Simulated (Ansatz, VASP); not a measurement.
# One calculation of SiGe3, two programs

```
CELL_PARAMETERS angstrom
5.60584 0.00000 0.00000
0.00000 5.60584 0.00000
0.00000 0.00000 5.60584
ATOMIC_POSITIONS crystal
Si 0.99726 0.00274 0.99726
Si 0.75274 0.24726 0.75274
Ge 0.99712 0.49710 0.50290
Ge 0.50290 0.00288 0.50290
Ge 0.50290 0.49710 0.99712
Ge 0.24710 0.24712 0.24710
Ge 0.24710 0.75290 0.75288
Ge 0.75288 0.75290 0.24710
```

Alike in both runs: functional PBEsol; k mesh 6 × 6 × 6; occupations gaussian, width 0.02 eV; no spin polarisation.

Ansatz relaxed the structure, and its values are those at the end. VASP's run is a single point on that final structure, the one shown.

|  | VASP | Ansatz |
| --- | --- | --- |
| version | VASP 6.6.1 | Ansatz 0.2.0 |
| potentials or method | VASP PAW PBE potentials, release 64 (Si, Ge_d) | scalar-relativistic, plane waves, PAW |
| plane-wave cutoff (eV) | 520 | 420 |
| valence electrons in the cell | 92 | 92 |

```csv
,VASP,Ansatz,Ansatz less VASP
gap on the k mesh at the Fermi level (eV),0.22,0.21,-0.004
least direct gap on the mesh (eV),0.48,0.48,-0.002
pressure (GPa),0.0,0.0,+0.05
```

With one functional, cell and mesh, what is left measures potentials, basis and numerics.

Caveats: the PAW data sets were made with another functional, which shifts forces and pressure a little (VASP).
